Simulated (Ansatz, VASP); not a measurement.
This is a calculation of Bi for Ansatz 0.2.0.

Contents of input.yaml:

```yaml
crystal:
  lattice:
    - [3.5345058698, -3.1738008589, 0.0]
    - [3.5345058698, 3.1738008589, 0.0]
    - [-1.2768189413, 0.0, 3.1545224618]
  atoms:
    - { symbol: Bi, position: [0.753061, 0.753061, 0.857382] }
    - { symbol: Bi, position: [0.246939, 0.246939, 0.142618] }
hamiltonian:
  xc: pbesol
  pseudopotentials: { kind: paw }
kpoints:
  mp_grid: { grid: [6, 6, 9] }
scf:
  occupations: { method: fermi_dirac, width: 0.05 }
output:
  forces: true
  stress: true
  eigenvalues: true
```

Potentials or basis: Ansatz PAW.

The run is started by

```bash
$ ansatz run input.yaml --threads 1 --pin off --max-ram 3584MiB --backend cpu --events-out ev --progress --plain --runs-dir out
```

Task: Translate it to VASP 6.6.1. Potentials there: VASP PAW PBE potentials, release 64 (Bi_d).

Result: As run (the cutoff follows the program's own potentials):

Contents of INCAR:

```
  PREC = Accurate
  ENCUT = 520
  EDIFF = 1E-7
  ISMEAR = -1
  SIGMA = 0.05
  LREAL = False
  LASPH = True
  NELM = 60
  ALGO = Normal
  ISIF = 2
  LWAVE = False
  LCHARG = False
  GGA = PS
  NBANDS = 22
```

Contents of KPOINTS:

```
Automatic mesh
0
Gamma
  6 6 9
```

The input POSCAR:

```
Bi
1.0
    3.5345058698     -3.1738008589      0.0000000000
    3.5345058698      3.1738008589      0.0000000000
   -1.2768189413      0.0000000000      3.1545224618
Bi
2
Direct
    0.7530610000      0.7530610000      0.8573820000
    0.2469390000      0.2469390000      0.1426180000
```

Potentials or basis: VASP PAW PBE potentials, release 64 (Bi_d).

The run is started by

```bash
$ cat potpaw_PBE.64/Bi_d/POTCAR > POTCAR
$ mpirun -np 1 vasp_std > vasp.out
```

Both were run:

|  | VASP | Ansatz | Ansatz less VASP |
| --- | --- | --- | --- |
| gap on the k mesh at the Fermi level (eV) | none | none | - |
| pressure (GPa) | -4.1 | -4.0 | +0.07 |
| largest component of the traceless stress (GPa) | 0.69 | 0.69 | -0.003 |
| rms of the force components (eV/Å) | 0.062 | 0.063 | +0.0011 |

Atom by atom the forces differ by 0.001 eV/Å (rms over components). A gap of «none» marks a metal or a gap that the smearing closes.

Caveats: spin-orbit coupling is left out, which moves the levels of the heavy elements; the PAW data sets were made with another functional, which shifts forces and pressure a little (VASP); the PAW data sets come from PBE, with cores solved anew for the run's functional, which leaves a small shift of forces and pressure (Ansatz).
